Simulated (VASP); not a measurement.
Ge under changes of volume

One of the cells (21.571 Å³/atom); the others are scaled copies at fixed shape and fractional positions:

```
CELL_PARAMETERS angstrom
-3.50724 3.50724 3.50724
3.50724 -3.50724 3.50724
3.50724 3.50724 -3.50724
ATOMIC_POSITIONS crystal
Ge 0.29890 0.29890 0.29890
Ge 0.00000 0.20110 0.50000
Ge 0.20110 0.50000 0.00000
Ge 0.50000 0.00000 0.20110
Ge 0.70110 0.70110 0.70110
Ge 0.00000 0.79890 0.50000
Ge 0.79890 0.50000 0.00000
Ge 0.50000 0.00000 0.79890
```

This isn't the form of Ge at room conditions, which is diamond.

| Property | Result |
| --- | --- |
| Program | VASP 6.6.1 |
| Functional | PBE |
| Potentials or basis | VASP PAW PBE potentials, release 64 (Ge_d) |
| Cutoff | 520 eV |
| k mesh | 6 × 6 × 6 |
| Occupations | fermi-dirac, width 0.05 eV |
| Spin | no spin polarisation |

```csv
volume (Å³/atom),energy over the lowest point (meV/atom),pressure (GPa),largest force (eV/Å)
19.879,?,?,?
20.302,32.24,6.2,0.403
20.725,18.06,4.5,0.327
21.571,2.35,1.5,0.193
21.994,0.00,0.2,0.133
22.417,0.84,-0.9,0.077
```

Task: What does the run at 19.879 Å³/atom give?

Result: Energy over the lowest point 51.27 meV/atom; pressure 8.1 GPa; largest force 0.486 eV/Å.

Worked out: A Birch-Murnaghan fit of order 3 (a polynomial in V^(-2/3)) to the other rows has its minimum at 22.09 Å³/atom with B0 = V·E''(V) = 62 GPa and B' = 4.4 at fixed shape and positions, which overstates the stiffness. It gives 51.27 meV/atom at 19.879 Å³/atom, against the run's 51.27, and -dE/dV = 8.2 GPa, against 8.1.

Energies are extrapolated to zero smearing.
